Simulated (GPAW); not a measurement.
# ZnSe (Stilleite) in GPAW: convergence with bands over the usual count

Input of the first run (bands over the usual count 0.72); the others differ in this setting and in those tied to it:

Contents of run.py:

```python
from ase import Atoms
from ase.dft.bandgap import bandgap
from ase.io import write
from ase.units import GPa
from gpaw import GPAW, PW

atoms = Atoms(['Se', 'Zn'],
              cell=[[0.0, 2.8338, 2.8338],
                    [2.8338, 0.0, 2.8338],
                    [2.8338, 2.8338, 0.0]],
              scaled_positions=[[0.75, 0.75, 0.75],
                                [0.0, 0.0, 0.0]],
              pbc=True)

calc = GPAW(mode=PW(600),
            xc='MGGA_X_R2SCAN+MGGA_C_R2SCAN',
            kpts={'size': (8, 8, 8), 'gamma': True},
            occupations={'name': 'fermi-dirac', 'width': 0.05},
            nbands=13,
            convergence={'density': 1e-05, 'energy': 1e-05},
            maxiter=100,
            txt='gpaw.txt')
atoms.calc = calc
energy = atoms.get_potential_energy()
forces = atoms.get_forces()
stress = atoms.get_stress()
calc.write('gs.gpw')
write('result.traj', atoms)
print(f'Energy: {energy:.6f} eV')
print('Forces (eV/A):')
print(forces.round(4))
print('Stress (GPa):', (stress / GPa).round(3))
print('Fermi level:', round(calc.get_fermi_level(), 4), 'eV')
print(f'Gap: {bandgap(calc)[0]:.4f} eV, direct: {bandgap(calc, direct=True)[0]:.4f} eV')
```

Potentials or basis: GPAW PAW data sets (gpaw-data 1.2.1), pw.

Run with:

```bash
$ OMP_NUM_THREADS=1 python run.py
```

Hardware: 1 thread of Arm Neoverse V1, with other jobs on the host.

```tsv
bands over the usual count	energy less the tightest run, at zero smearing (meV/atom)	SCF cycles	CPU time (s)	peak memory (GiB)
0.72	0.00	15	65	0.26
0.8	0.00	15	71	0.27
0.9	0.00	14	76	0.27
1	0.00	14	80	0.27
1.3	0.00	14	100	0.27
1.7	0.00	15	150	0.28
2.5	0.00	15	190	0.29
```

Against the tightest run, the energy stays within 1 meV/atom from 0.72 on. The tightest run that finished is the yardstick and may itself not be fully converged.

Caveat, for the tightest run too: the PAW data sets were made with another functional, which shifts forces and pressure a little.
